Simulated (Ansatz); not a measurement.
## SiO2: the gap under strain

SiO2, I-42d, a = 4.929 Å, c = 7.289 Å. This isn't the usual stable structure of the compound. Ansatz: LDA, PAW, 420 eV, Γ-centred 6×6×4 mesh on 12 atoms, Gaussian smearing 0.02 eV; no spin polarisation. Series: biaxial strain in the a-b plane, c and atoms relaxed; x is the strain in per cent. The gap is sought over the whole zone.

| x (%) | gap y (eV) |
| --- | --- |
| -4.5 | ? |
| -3.0 | 5.915 |
| -1.5 | 5.841 |
| 0.0 | 5.759 |
| 1.5 | 5.680 |
| 3.0 | 5.596 |

**Question.** Fit y = E0 + c1 x + c2 x² to the other rows, give the deformation potential for this strain, and predict the missing gap.

**Answer.** Least squares on the rows shown. y = 5.7606 − 0.053267 x − 0.00053968 x². The deformation potential is 100 c1 = -5.33 eV per unit strain. At x = -4.5 the fit asked for gives 5.989 eV. The run gave 5.986 eV, so the fit is 0.003 eV too high, a small miss on the scale of the series. The form still works here, 25 % of the fitted range beyond its end.

Semilocal functionals give gaps under the measured ones; changes of the gap mostly carry over better.

1 further run of this set didn't finish or converge.